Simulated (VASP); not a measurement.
Computed with PBE GGA, VASP's PBE PAW potentials (set 64) (plane waves; VASP).

A VASP calculation is set up with these files.

### POSCAR
```
CaF2
3.9005050
  0.0000000000   0.7071067539   0.7071067539
  0.7071067539   0.0000000000   0.7071067539
  0.7071067539   0.7071067539   0.0000000000
Ca F
1 2
Cart
  0.0000000000   0.0000000000   0.0000000000
  0.3535533770   0.3535533770   0.3535533770
  1.0606601309   1.0606601309   1.0606601309
```

File KPOINTS:
```
Automatic mesh
0
Gamma
8 8 8
0 0 0
```

### INCAR
```
GGA=PE   ! PBE
LWAVE=.False.
ALGO=Normal
ISIF=2
SYSTEM=CaF2
PREC=Accurate
LCHARG=.True.
LASPH=.True.   ! aspherical one-centre terms
LREAL=.False.
LEFG=.True.
EDIFF=1E-7   ! SCF stop (eV)
NEDOS=601   ! DOS grid
NELM=100   ! most electronic steps
LORBIT=11
ISMEAR=-5   ! tetrahedra, Bloechl
ENCUT=520
```

POTCAR, in this order: Ca_sv F (PBE.64 set). Program: vasp_std.

Output

OSZICAR:
```
       N       E                     dE             d eps       ncg     rms          rms(c)
DAV:   1     0.224531089913E+03    0.22453E+03   -0.13939E+04   928   0.152E+03
DAV:   2    -0.945456330652E+01   -0.23399E+03   -0.23187E+03  1200   0.390E+02
DAV:   3    -0.183059349237E+02   -0.88514E+01   -0.88427E+01  1056   0.865E+01
DAV:   4    -0.186490688478E+02   -0.34313E+00   -0.34307E+00  1576   0.125E+01
DAV:   5    -0.186516659451E+02   -0.25971E-02   -0.25971E-02  1024   0.121E+00    0.803E+00
DAV:   6    -0.173114103275E+02    0.13403E+01   -0.73905E+00   984   0.190E+01    0.314E+00
DAV:   7    -0.173166732387E+02   -0.52629E-02   -0.19226E-01  1224   0.391E+00    0.168E+00
DAV:   8    -0.173353653056E+02   -0.18692E-01   -0.34365E-02  1200   0.229E+00    0.198E-01
DAV:   9    -0.173398233303E+02   -0.44580E-02   -0.84694E-03  1216   0.724E-01    0.138E-01
DAV:  10    -0.173407243746E+02   -0.90104E-03   -0.14606E-03  1128   0.291E-01    0.320E-02
DAV:  11    -0.173407368775E+02   -0.12503E-04   -0.10055E-04  1304   0.882E-02    0.165E-02
DAV:  12    -0.173407437016E+02   -0.68240E-05   -0.22702E-05  1144   0.468E-02    0.327E-03
DAV:  13    -0.173407441184E+02   -0.41684E-06   -0.45734E-06  1400   0.171E-02    0.405E-03
DAV:  14    -0.173407436350E+02    0.48337E-06   -0.10663E-06  1120   0.997E-03    0.681E-04
DAV:  15    -0.173407436314E+02    0.36316E-08   -0.45753E-08   872   0.216E-03
   1 F= -.17340744E+02 E0= -.17340744E+02  d E =0.000000E+00
```

OUTCAR:
```
------------------------ aborting loop because EDIFF is reached ----------------------------------------
  FORCE on cell =-STRESS in cart. coord.  units (eV):
  Direction    XX          YY          ZZ          XY          YZ          ZX
  --------------------------------------------------------------------------------------
  Total       -0.0031601     -0.0031601     -0.0031601      0.0000000     -0.0000000      0.0000000
  in kB       -0.1206593     -0.1206593     -0.1206593      0.0000000     -0.0000000      0.0000000
  external PRESSURE =      -0.1206593 kB  Pullay stress =       0.0000000 kB
  volume of cell :       41.96
      direct lattice vectors                 reciprocal lattice vectors
     0.000000000  2.758073429  2.758073429    -0.181285964  0.181285964  0.181285964
     2.758073429  0.000000000  2.758073429     0.181285964 -0.181285964  0.181285964
     2.758073429  2.758073429  0.000000000     0.181285964  0.181285964 -0.181285964
 POSITION                                       TOTAL-FORCE (eV/Angst)
 -----------------------------------------------------------------------------------
      0.00000      0.00000      0.00000         0.000000      0.000000      0.000000
      1.37904      1.37904      1.37904         0.000000      0.000000      0.000000
      4.13711      4.13711      4.13711        -0.000000     -0.000000     -0.000000
 -----------------------------------------------------------------------------------
    total drift:                                0.000000     -0.000000      0.000000
  FREE ENERGIE OF THE ION-ELECTRON SYSTEM (eV)
  ---------------------------------------------------
  free  energy   TOTEN  =       -17.3407436314 eV

  energy  without entropy=      -17.3407436314  energy(sigma->0) =      -17.34074363

 total charge

# of ion       s       p       d       tot
------------------------------------------
    1        2.019   5.866   0.203   8.088
    2        1.733   4.384   0.000   6.117
    3        1.733   4.384   0.000   6.117
--------------------------------------------------
tot          5.485  14.635   0.203  20.323
```
(Selected blocks of OUTCAR.)

The compound is CaF2 in the fluorite structure. It was relaxed first.
